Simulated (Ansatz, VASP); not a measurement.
**TiN (titanium nitride) in VASP and in Ansatz**

```
Ti N
1.0
     0.00000    2.12343    2.12343
     2.12343    0.00000    2.12343
     2.12343    2.12343    0.00000
Ti N
1 1
Direct
  0.00000 0.00000 0.00000
  0.50000 0.50000 0.50000
```

Alike in both runs: functional PBE; k mesh 16 × 16 × 16; occupations gaussian, width 0.1 eV; no spin polarisation.

Ansatz relaxed the structure, and its values are those at the end. VASP's run is a single point on that final structure, the one shown.

```csv
,VASP,Ansatz
version,VASP 6.6.1,Ansatz 0.2.0
potentials or method,"VASP PAW PBE potentials, release 64 (Ti_sv, N)","scalar-relativistic, plane waves, PAW"
plane-wave cutoff (eV),520,560
valence electrons in the cell,17,17
```

|  | VASP | Ansatz | Ansatz less VASP |
| --- | --- | --- | --- |
| gap on the k mesh at the Fermi level (eV) | none | none | - |
| pressure (GPa) | 0.4 | 0.0 | -0.44 |

A gap of «none» marks a metal or a gap that the smearing closes.
